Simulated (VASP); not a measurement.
# Settings for GaCo: self-consistent run

GaCo, P4mm (no. 99), 2 atoms in the cell. RevPBE; PAW potentials Ga_d, Co (PBE set). VASP 6.6.1. The cell is changed on purpose: last atom moved by 0.08 Å along z, cell strained by +1.5% along z.

Wanted: energy within 2 meV/atom; forces within 0.01 eV/Å; site moments within 0.03 μB.

What the run is for: forces; Accuracy asked: standard.

POSCAR:
```
GaCo
1.0
    2.8780000000      0.0000000000      0.0000000000
    0.0000000000      2.8780000000      0.0000000000
    0.0000000000      0.0000000000      2.9211700000
Ga Co
1 1
Direct
    0.5000000000      0.5000000000      0.5000000000
    0.0000000000      0.0000000000      0.0277970800
```

The series start from Plane-wave cutoff (eV): 370; Smearing width (eV): 0.1; k-point mesh: 13 × 13 × 12; Precision mode (PREC): Accurate; Electronic threshold (eV): 1e-6; Bands in all (NBANDS): 23; Aspherical gradient terms in the spheres (LASPH): yes; Highest l that the mixer handles (LMAXMIX): 4; Electronic algorithm: ALGO=Normal; Use of symmetry (ISYM): defaults; Delay and inner steps: defaults; Density mixing: defaults. Each series keeps the choices made before it, and each single choice may use up half of a tolerance.

## Plane-wave cutoff (eV)

| Plane-wave cutoff (eV) | Energy less reference (meV/atom) | Forces, largest deviation (eV/Å) | Site moments, largest deviation (μB) | SCF iterations | Time (s) |
|---|---|---|---|---|---|
| 230 | 85.4 | 0.042 | 0.035 | 18 | 5.3 |
| 280 | 3.3 | 0.004 | 0.000 | 19 | 11 |
| 330 | -0.2 | 0.003 | 0.001 | 18 | 10 |
| 370 | 1.9 | 0.002 | 0.000 | 18 | 11 |
| 430 | 1.4 | 0.000 | 0.000 | 18 | 12 |
| 500 | -0.1 | 0.000 | 0.000 | 18 | 14 |
| 600 (reference) | 0.0 | 0.000 | 0.000 | 18 | 15 |

Chosen: 500, the loosest value from which every tighter one stays within half of the tolerance.

## Smearing width (eV)

| Smearing width (eV) | Energy less reference (meV/atom) | Forces, largest deviation (eV/Å) | Site moments, largest deviation (μB) | SCF iterations | Time (s) |
|---|---|---|---|---|---|
| 0.4 | -0.2 | 0.002 | 0.127 | 15 | 12 |
| 0.3 | -0.1 | 0.002 | 0.114 | 14 | 13 |
| 0.2 | 0.0 | 0.001 | 0.072 | 14 | 11 |
| 0.15 | 0.0 | 0.001 | 0.033 | 17 | 13 |
| 0.1 | 0.0 | 0.000 | 0.005 | 18 | 14 |
| 0.05 (reference) | 0.0 | 0.000 | 0.000 | 25 | 19 |

Chosen: 0.1.

## k-point mesh

| k-point mesh | Energy less reference (meV/atom) | Forces, largest deviation (eV/Å) | Site moments, largest deviation (μB) | SCF iterations | Time (s) |
|---|---|---|---|---|---|
| 4 × 4 × 4 | 9.1 | 0.005 | 0.433 | 14 | 3.9 |
| 5 × 5 × 5 | -9.8 | 0.005 | 0.041 | 15 | 4.1 |
| 7 × 7 × 7 | 4.5 | 0.010 | 0.101 | 17 | 5.5 |
| 8 × 8 × 8 | -0.8 | 0.001 | 0.183 | 14 | 6.2 |
| 10 × 10 × 10 | 0.4 | 0.003 | 0.064 | 18 | 10 |
| 13 × 13 × 12 | 0.2 | 0.002 | 0.019 | 18 | 14 |
| 15 × 15 × 15 | -0.1 | 0.000 | 0.016 | 16 | 18 |
| 18 × 18 × 18 (reference) | 0.0 | 0.000 | 0.000 | 18 | 34 |

Chosen: 18 × 18 × 18; the next looser run is off by more than half of the tolerance, so convergence isn't shown beyond this value.

## Precision mode (PREC)

| Precision mode (PREC) | Energy less reference (meV/atom) | Forces, largest deviation (eV/Å) | Site moments, largest deviation (μB) | SCF iterations | Time (s) |
|---|---|---|---|---|---|
| SingleN | -0.9 | 0.001 | 0.000 | 18 | 20 |
| Normal | 0.2 | 0.000 | 0.000 | 18 | 20 |
| Single | 0.4 | 0.002 | 0.000 | 18 | 36 |
| Accurate (reference) | 0.0 | 0.000 | 0.000 | 18 | 34 |

Chosen: SingleN.

## Electronic threshold (eV)

| Electronic threshold (eV) | Energy less reference (meV/atom) | Forces, largest deviation (eV/Å) | Site moments, largest deviation (μB) | SCF iterations | Time (s) |
|---|---|---|---|---|---|
| 0.001 | 0.2 | 0.002 | 0.062 | 10 | 12 |
| 0.0001 | 0.0 | 0.001 | 0.034 | 12 | 13 |
| 1e-5 | 0.0 | 0.000 | 0.004 | 16 | 16 |
| 1e-6 | 0.0 | 0.000 | 0.001 | 18 | 20 |
| 1e-7 | 0.0 | 0.000 | 0.000 | 19 | 19 |
| 1e-8 (reference) | 0.0 | 0.000 | 0.000 | 21 | 21 |

Chosen: 1e-5.

## Bands in all (NBANDS)

| Bands in all (NBANDS) | Energy less reference (meV/atom) | Forces, largest deviation (eV/Å) | Site moments, largest deviation (μB) | SCF iterations | Time (s) |
|---|---|---|---|---|---|
| 14 | 0.0 | 0.000 | 0.000 | 16 | 10 |
| 15 | 0.0 | 0.000 | 0.001 | 16 | 11 |
| 17 | 0.0 | 0.000 | 0.001 | 16 | 12 |
| 19 | 0.0 | 0.000 | 0.001 | 16 | 13 |
| 23 | 0.0 | 0.000 | 0.001 | 16 | 16 |
| 33 (reference) | 0.0 | 0.000 | 0.000 | 16 | 22 |

Chosen: 14.

## Aspherical gradient terms in the spheres (LASPH)

| Aspherical gradient terms in the spheres (LASPH) | Energy less reference (meV/atom) | Forces, largest deviation (eV/Å) | Site moments, largest deviation (μB) | SCF iterations | Time (s) |
|---|---|---|---|---|---|
| yes | 0.0 | 0.000 | 0.000 | 16 | 10 |
| no | 2.9 | 0.000 | 0.037 | 14 | 8.1 |

Chosen: yes; no other choice that stays within half of the tolerance saves 30 % of the time.

## Highest l that the mixer handles (LMAXMIX)

| Highest l that the mixer handles (LMAXMIX) | Energy less reference (meV/atom) | Forces, largest deviation (eV/Å) | Site moments, largest deviation (μB) | SCF iterations | Time (s) |
|---|---|---|---|---|---|
| 4 | 0.0 | 0.000 | 0.000 | 16 | 10 |
| 2 | 0.0 | 0.000 | 0.009 | 21 | 12 |
| 6 | 0.0 | 0.000 | 0.000 | 16 | 10 |

Chosen: 4.

## Electronic algorithm

| Electronic algorithm | Energy less reference (meV/atom) | Forces, largest deviation (eV/Å) | Site moments, largest deviation (μB) | SCF iterations | Time (s) |
|---|---|---|---|---|---|
| ALGO=Normal | 0.0 | 0.000 | 0.000 | 16 | 10 |
| ALGO=Fast | 0.0 | 0.001 | 0.001 | 17 | 11 |
| ALGO=VeryFast | 0.0 | 0.000 | 0.002 | 24 | 12 |
| ALGO=All ISEARCH=1 | 0.0 | 0.000 | 0.000 | 27 | 18 |
| ALGO=All ISEARCH=0 | 0.0 | 0.001 | 0.000 | 28 | 18 |
| ALGO=Damped TIME=0.4 | 0.1 | 0.001 | 0.038 | 56 | 24 |
| ALGO=Damped TIME=0.1 | 0.1 | 0.001 | 0.062 | 97 | 39 |

Chosen: ALGO=Normal.

## Use of symmetry (ISYM)

| Use of symmetry (ISYM) | Energy less reference (meV/atom) | Forces, largest deviation (eV/Å) | Site moments, largest deviation (μB) | SCF iterations | Time (s) |
|---|---|---|---|---|---|
| defaults | 0.0 | 0.000 | 0.000 | 16 | 10 |
| ISYM=1 | 0.0 | 0.000 | 0.000 | 16 | 12 |
| ISYM=0 | 0.0 | 0.000 | 0.000 | 16 | 52 |
| ISYM=-1 | 0.0 | 0.000 | 0.000 | 16 | 96 |

Chosen: defaults.

## Delay and inner steps

| Delay and inner steps | Energy less reference (meV/atom) | Forces, largest deviation (eV/Å) | Site moments, largest deviation (μB) | SCF iterations | Time (s) |
|---|---|---|---|---|---|
| defaults | 0.0 | 0.000 | 0.000 | 16 | 10 |
| NELMDL=-2 | 0.0 | 0.000 | 0.000 | 13 | 11 |
| NELMDL=-8 | 0.0 | 0.000 | 0.000 | 19 | 14 |
| NELMDL=-12 | 0.0 | 0.000 | 0.000 | 23 | 13 |
| NRMM=2 | 0.0 | 0.000 | 0.000 | 16 | 10 |
| NRMM=6 | 0.0 | 0.000 | 0.000 | 16 | 11 |
| WEIMIN=0.001 | 0.0 | 0.000 | 0.000 | 16 | 11 |

Chosen: defaults.

## Density mixing

| Density mixing | Energy less reference (meV/atom) | Forces, largest deviation (eV/Å) | Site moments, largest deviation (μB) | SCF iterations | Time (s) |
|---|---|---|---|---|---|
| defaults | 0.0 | 0.000 | 0.000 | 16 | 10 |
| AMIX=0.2 BMIX=0.0001 AMIX_MAG=0.8 BMIX_MAG=0.0001 | 0.0 | 0.000 | 0.004 | 17 | 12 |
| AMIX_MAG=0.8 | 0.0 | 0.000 | 0.002 | 17 | 12 |
| AMIX_MAG=0.4 BMIX_MAG=0.0001 | 0.1 | 0.001 | 0.042 | 17 | 12 |
| AMIX=0.1 AMIX_MAG=0.4 | 0.0 | 0.000 | 0.009 | 20 | 13 |
| BMIX=2.0 | 0.1 | 0.001 | 0.036 | 13 | 10 |
| AMIX=0.6 | 0.0 | 0.000 | 0.006 | 14 | 9.6 |
| BMIX=0.0001 | 0.0 | 0.000 | 0.003 | 15 | 9.9 |

Chosen: defaults.

## All choices together

| Input | Energy less reference (meV/atom) | Forces, largest deviation (eV/Å) | Site moments, largest deviation (μB) | Time (s) |
|---|---|---|---|---|
| the program's defaults (naive) | -4.1 | 0.002 | 0.041 | 0.9 |
| chosen settings | -1.0 | 0.000 | 0.007 | 10 |
| reference settings throughout | 0.0 | 0.000 | 0.000 | 50 |

The chosen settings stay within the tolerance of the reference run, but the reference itself isn't shown to be converged in: k-point mesh.

Values of the reference run: Forces: 0, 0, 0.5009, 0, 0, -0.5009 eV/Å; Site moments: -0.007, 0.119 μB.

## The input

INCAR:
```
SYSTEM = GaCo
ALGO = Normal
EDIFF = 1E-5
ENCUT = 500
GGA = RE
GGA_COMPAT = .FALSE.
ISIF = 2
ISMEAR = 2
ISPIN = 2
KPAR = 8
LASPH = .TRUE.
LCHARG = .FALSE.
LMAXMIX = 4
LORBIT = 11
LREAL = .FALSE.
LWAVE = .FALSE.
MAGMOM = 0 2
NBANDS = 14
NELM = 200
PREC = SingleN
SIGMA = 0.1
```

KPOINTS:
```
Automatic mesh
0
Gamma
  18 18 18
  0 0 0
```

Commands:
```
cat potpaw_PBE.64/Ga_d/POTCAR potpaw_PBE.64/Co/POTCAR > POTCAR
mpirun -np 8 vasp_std > vasp.out
```

The chosen input took VASP 6.6.1 10 s on 8 cores (Intel Xeon 6975P-C (Granite Rapids)), a shared host.

## An input that fails: damping step far too long

The electronic loop stops at its limit of 62 steps.

Changes against the starting input:
```
- ALGO = Normal
- NELM = 200
+ ALGO = Damped
+ NELM = 62
+ TIME = 4.0
```
